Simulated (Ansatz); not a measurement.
Lattice dynamics at Γ of CsPbCl3 (Amm2)

Perturbation theory with PBEsol in the PAW code Ansatz on the PBEsol cell, ground state and force constants on a 4×4×4 mesh. The values are computed, spin-unpolarised, and not measurements.

It is orthorhombic, Amm2 (No. 38); a = 5.701 Å, b = 10.992 Å, c = 10.998 Å in the conventional setting, 34.46 Å³ an atom. Cs is surrounded by 8 Cl at 3.50–3.96 Å; Cs is surrounded by 10 Cl at 3.52–4.27 Å; Pb is surrounded by 6 Cl at 2.83–2.85 Å; Cl is surrounded by 2 Pb at 2.84 Å and 2 Cs at 3.52 Å; Cl is surrounded by 2 Pb at 2.85 Å and 4 Cs at 3.72–4.06 Å; Cl is surrounded by 2 Pb at 2.83 Å and 2 Cs at 3.50 Å; Cl is surrounded by 2 Pb at 2.84 Å and 4 Cs at 3.52–4.27 Å.

```
Cs Pb Cl
1.0
     5.70095    0.00000    0.00000
     0.00000    5.49593    5.49889
     0.00000   -5.49593    5.49889
Cs Pb Cl
2 2 6
Cartesian
  2.8505 0.0000 10.9725
  2.8505 0.0000 5.2261
  0.0000 -2.7258 8.1709
  0.0000 2.7258 8.1709
  0.0000 2.0492 5.4153
  2.8505 2.7927 8.1691
  2.8505 -2.7927 8.1691
  0.0000 0.0000 8.9437
  0.0000 0.0000 2.0410
  0.0000 -2.0492 5.4153
```

Optical modes without the longitudinal term (negative means imaginary):

| ω (cm⁻¹) | degeneracy | IR intensity, summed over the level ((D/Å)²/amu) |
| --- | --- | --- |
| -10 | 1 | 0.33 |
| 10 | 1 | 0.16 |
| 19 | 1 | 0.00 |
| 31 | 1 | 0.60 |
| 32 | 1 | 0.24 |
| 36 | 1 | 0.00 |
| 42 | 1 | 0.16 |
| 43 | 1 | 0.22 |
| 48 | 1 | 0.00 |
| 51 | 1 | 0.30 |
| 51 | 1 | 0.51 |
| 74 | 1 | 1.25 |
| 74 | 1 | 1.18 |
| 80 | 1 | 0.00 |
| 80 | 1 | 2.08 |
| 81 | 1 | 0.15 |
| 82 | 1 | 0.92 |
| 84 | 1 | 0.18 |
| 102 | 1 | 0.32 |
| 102 | 1 | 0.28 |
| 107 | 1 | 0.00 |
| 107 | 1 | 20.14 |
| 111 | 1 | 9.63 |
| 115 | 1 | 17.97 |
| 117 | 1 | 8.58 |
| 201 | 1 | 0.00 |
| 239 | 1 | 0.00 |

One optical level at Γ is imaginary (10i cm⁻¹, printed negative). The program warns that the force constants, and all that is formed from them, aren't settled on this k mesh, so whether the cell is unstable needs a finer one. Of the real levels 19 are infrared active, the strongest at 107 cm⁻¹.

The clamped-ion dielectric constant comes out as 4.10, 3.81 and 3.82 along x, y and z. Born charges, averaged over directions: Cs +1.31, Pb +3.79, Cl -1.74 to -1.68 e.

For comparison, on the r2SCAN cell the mean ε∞ is 3.71 with PBE (ground state on 4×4×4; least gap 2.27 eV).

Spin-orbit coupling is left out; in compounds of Pb, Bi, Tl or Hg it can lower a gap by up to about 1 eV, split its edges or invert the bands.
